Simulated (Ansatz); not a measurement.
# Al: the cost of one run

Computed with Ansatz 0.2.0 (DFT PBE, scalar-relativistic, plane waves, PAW, unless a step's input says otherwise).

2 further runs of the same task are left out: 2 set aside as unsound or not needed.

## 1. The starting structure

It takes space group Fm-3m (No. 225, cubic). Conventional cell: a = 4.041 Å, b = 4.041 Å, c = 4.041 Å, α = 90.00°, β = 90.00°, γ = 90.00°. Al (site symmetry m-3m) has 12 Al at 2.86 Å as nearest neighbours.

As a file:

```cif
data_structure
_symmetry_space_group_name_H-M 'Fm-3m'
_symmetry_Int_Tables_number 225
_cell_length_a 4.0415
_cell_length_b 4.0415
_cell_length_c 4.0415
_cell_angle_alpha 90.000
_cell_angle_beta 90.000
_cell_angle_gamma 90.000
_cell_volume 66.01
loop_
_atom_site_label
_atom_site_type_symbol
_atom_site_symmetry_multiplicity
_atom_site_Wyckoff_symbol
_atom_site_fract_x
_atom_site_fract_y
_atom_site_fract_z
_atom_site_occupancy
Al1 Al 4 a 0.00000 0.00000 0.00000 1
```

This cell was relaxed beforehand with the same method: volume 16.50 Å³/atom, gap on the mesh none (metal).

## 2. The bulk in the plane's own cell

To let mesh errors cancel, the bulk is computed in a cell built on the (311) plane.

File input.yaml:

```yaml
crystal:
  lattice:
    - [2.8577415354, 0.0, 0.0]
    - [-1.4288707677, 4.7390282103, 0.0]
    - [0.0, 0.0, 13.403995935]
  atoms:
    - { symbol: Al, position: [0.0, 0.0, 0.0] }
    - { symbol: Al, position: [0.1818181818, 0.3636363636, 0.2727272727] }
    - { symbol: Al, position: [0.3636363636, 0.7272727273, 0.5454545455] }
    - { symbol: Al, position: [0.4545454545, 0.9090909091, 0.1818181818] }
    - { symbol: Al, position: [0.0909090909, 0.1818181818, 0.6363636364] }
    - { symbol: Al, position: [0.2727272727, 0.5454545455, 0.9090909091] }
    - { symbol: Al, position: [0.6363636364, 0.2727272727, 0.4545454545] }
    - { symbol: Al, position: [0.8181818182, 0.6363636364, 0.7272727273] }
    - { symbol: Al, position: [0.7272727273, 0.4545454545, 0.0909090909] }
    - { symbol: Al, position: [0.9090909091, 0.8181818182, 0.3636363636] }
    - { symbol: Al, position: [0.5454545455, 0.0909090909, 0.8181818182] }
basis:
  ecutwfc: 420
kpoints:
  mp_grid: { grid: [12, 12, 4] }
hamiltonian:
  xc: pbe
scf:
  occupations: { method: gaussian, width: 0.1 }
output:
  forces: true
  stress: true
  eigenvalues: true
```

Started as:

```console
> ansatz run input.yaml --threads 4 --pin off --max-ram 12288MiB --backend cpu --events-out ev --progress --plain --runs-dir out
```

**Question.** How long does this run take on 4 threads of Arm Neoverse V2, shared host, and how much memory does it need?

About 10 s, with a peak of 0.88 GiB.
